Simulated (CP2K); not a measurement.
Crystal: InP.

```
In P
1.0
     4.14435    0.00000    0.00000
     2.07218    3.58911    0.00000
     2.07218    1.19637    3.38385
In P
1 1
Direct
  0.00000 0.00000 0.00000
  0.75000 0.75000 0.75000
```

Base run:

* Program: CP2K 2026.2
* Functional: LDA
* Potentials or basis: POTENTIAL_UZH In GTH-PBE-q13, P GTH-PBE-q5; TZVP-MOLOPT-PBE-GTH basis
* Density cutoff: 9184 eV
* k mesh: 8 × 8 × 8
* Occupations: fermi-dirac, width 0.05 eV
* Spin: no spin polarisation

Its results: band gap on the k mesh 0.51 eV, direct; pressure 0.5 GPa.

**Question.** After a change of settings the same cell gave: band gap on the k mesh 0.75 eV, direct; pressure 4.9 GPa. Which change was it?
A. functional from LDA to TPSS
B. functional from LDA to revPBE
C. functional from LDA to PW91
D. functional from LDA to PBEsol

**Answer.** B.

revPBE binds less tightly than LDA, so the same cell stands under more pressure.

Caveats: the potentials were made for another functional, which shifts forces and pressure; spin-orbit coupling is left out, which moves the levels of the heavy elements; the basis of atomic orbitals isn't converged, which shifts pressures, moduli and gaps.

Runs at the PBE level aren't shown here.
